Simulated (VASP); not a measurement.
Output of a VASP run:

**OSZICAR**
```
       N       E                     dE             d eps       ncg     rms          rms(c)
DAV:   1     0.380183864759E+02    0.38018E+02   -0.77898E+03   880   0.104E+03
DAV:   2    -0.317447018961E+02   -0.69763E+02   -0.66067E+02  1140   0.224E+02
DAV:   3    -0.336781312052E+02   -0.19334E+01   -0.19300E+01  1144   0.393E+01
DAV:   4    -0.336865082771E+02   -0.83771E-02   -0.83758E-02  1048   0.292E+00
DAV:   5    -0.336865617381E+02   -0.53461E-04   -0.53460E-04  1120   0.221E-01    0.869E+00
DAV:   6    -0.315769910242E+02    0.21096E+01   -0.70227E+00   996   0.232E+01    0.292E+00
DAV:   7    -0.315024433416E+02    0.74548E-01   -0.12905E-01   984   0.345E+00    0.181E+00
DAV:   8    -0.314615407804E+02    0.40903E-01   -0.47261E-02   956   0.235E+00    0.276E-01
DAV:   9    -0.314603995425E+02    0.11412E-02   -0.45948E-03  1084   0.651E-01    0.564E-02
DAV:  10    -0.314604555251E+02   -0.55983E-04   -0.76052E-05  1036   0.951E-02    0.836E-03
DAV:  11    -0.314604554107E+02    0.11442E-06   -0.22464E-06  1052   0.139E-02
   1 F= -.31460455E+02 E0= -.31460455E+02  d E =-.408876E-47
```

### OUTCAR
```
------------------------ aborting loop because EDIFF is reached ----------------------------------------
  FORCE on cell =-STRESS in cart. coord.  units (eV):
  Direction    XX          YY          ZZ          XY          YZ          ZX
  --------------------------------------------------------------------------------------
  Total       -3.1585947     -3.1585953     -3.1154807      0.0000007      0.0000000      0.0000000
  in kB     -179.3417858   -179.3418205   -176.8938153      0.0000381      0.0000000      0.0000000
  external PRESSURE =    -178.5258072 kB  Pullay stress =       0.0000000 kB
  volume of cell :       28.22
      direct lattice vectors                 reciprocal lattice vectors
     2.717181000  0.000000000  0.000000000     0.368028482  0.212481401  0.000000000
    -1.358591000  2.353148000  0.000000000     0.000000000  0.424962646  0.000000000
     0.000000000  0.000000000  4.413216000     0.000000000  0.000000000  0.226592127
 POSITION                                       TOTAL-FORCE (eV/Angst)
 -----------------------------------------------------------------------------------
     -0.00000      1.56877      0.00071         0.000000     -0.000000     -0.022444
      1.35859      0.78438      2.20731         0.000000     -0.000000     -0.022444
     -0.00000      1.56877      1.66528         0.000000      0.000000      0.022444
      1.35859      0.78438      3.87189        -0.000000     -0.000000      0.022444
 -----------------------------------------------------------------------------------
    total drift:                               -0.001375      0.000795     -0.001918
  FREE ENERGIE OF THE ION-ELECTRON SYSTEM (eV)
  ---------------------------------------------------
  free  energy   TOTEN  =       -31.4604554107 eV

  energy  without entropy=      -31.4604554107  energy(sigma->0) =      -31.46045541
```
(Selected blocks of OUTCAR.)

POSCAR:
```
BeO
1
    2.7171810000     0.0000000000     0.0000000000
   -1.3585910000     2.3531480000     0.0000000000
    0.0000000000     0.0000000000     4.4132160000
Be O
2 2
Direct
  0.3333330000   0.6666670000   0.0001600000
  0.6666670000   0.3333330000   0.5001600000
  0.3333330000   0.6666670000   0.3773400000
  0.6666670000   0.3333330000   0.8773400000
```

### Question
Reconstruct the remaining input files.

### Answer
Several could match; the one computed here: the input of the run itself, LDA (Ceperley-Alder, Perdew-Zunger), plane waves, VASP's LDA PAW potentials (set 64).

INCAR:
```
ALGO = Normal
EDIFF = 1E-6
ENCUT = 400
ISIF = 2
ISMEAR = 0
LASPH = .TRUE.
LCHARG = .FALSE.
LREAL = .FALSE.
LWAVE = .FALSE.
NELM = 100
PREC = Accurate
SIGMA = 0.01
SYSTEM = BeO
```

File KPOINTS:
```
Automatic mesh
0
Gamma
9 9 5
0 0 0
```

POTCAR, in this order: Be O (LDA.64 set). Program: vasp_std.

At this cut-off the stress carries a Pulay error, which pulls relaxed volumes low.

The structure comes from a computed database's BeO entry; how it stands against other phases isn't given here. The cell was not relaxed at this level. The run is one of a series of settings (GGA removed, POTCAR Be O (LDA.64 set) against the base run), some of them coarse on purpose.
